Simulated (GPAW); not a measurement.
Wanted: an ASE script for a GPAW 26.7.0 run.

| Quantity | Value |
| --- | --- |
| Task | single point |
| Functional | PBE |
| Potentials or basis | GPAW PAW data sets (gpaw-data 1.2.1) |
| Cutoff | 800 eV |
| Basis | pw |
| k mesh | 9 × 9 × 9 |
| Occupations | gaussian, width 0.02 eV |
| Spin | no spin polarisation |
| Maxiter | 150 |

The structure of NaH lies in NaH.xyz:

```xyz
2
Lattice="2.9551240000 0.0000000000 0.0000000000 0.0000000000 2.9551240000 0.0000000000 0.0000000000 0.0000000000 2.9551240000" Properties=species:S:1:pos:R:3 pbc="T T T"
Na     0.0000000000      0.0000000000      0.0000000000
H      1.4775620000      1.4775620000      1.4775620000
```

The cell comes from a database or a generator and needn't be the stable form of this composition.

The input as run:

run.py

```python
from ase.dft.bandgap import bandgap
from ase.io import read, write
from ase.units import GPa
from gpaw import GPAW, PW

atoms = read('NaH.xyz')

calc = GPAW(mode=PW(800),
            xc='PBE',
            kpts={'size': (9, 9, 9), 'gamma': True},
            occupations={'name': 'methfessel-paxton', 'order': 0, 'width': 0.02},
            nbands=11,
            convergence={'density': 1e-05, 'energy': 1e-05},
            maxiter=150,
            txt='gpaw.txt')
atoms.calc = calc
energy = atoms.get_potential_energy()
forces = atoms.get_forces()
stress = atoms.get_stress()
calc.write('gs.gpw')
write('result.traj', atoms)
print(f'Energy: {energy:.6f} eV')
print('Forces (eV/A):')
print(forces.round(4))
print('Stress (GPa):', (stress / GPa).round(3))
print('Fermi level:', round(calc.get_fermi_level(), 4), 'eV')
print(f'Gap: {bandgap(calc)[0]:.4f} eV, direct: {bandgap(calc, direct=True)[0]:.4f} eV')
```

Potentials or basis: GPAW PAW data sets (gpaw-data 1.2.1), pw.

The run is started by

```console
$ OMP_NUM_THREADS=1 python run.py
```

Results of the run:

```json
{
  "Pressure": "0.2 GPa",
  "Band gap on the k mesh": "1.51 eV, indirect (least direct gap 4.81 eV)"
}
```

Caveat: an odd mesh through Γ misses points on the zone boundary, where band edges often lie.

Wall time 5.7 s on 1 thread of Arm Neoverse V2 (shared host), peak memory 0.14 GiB.
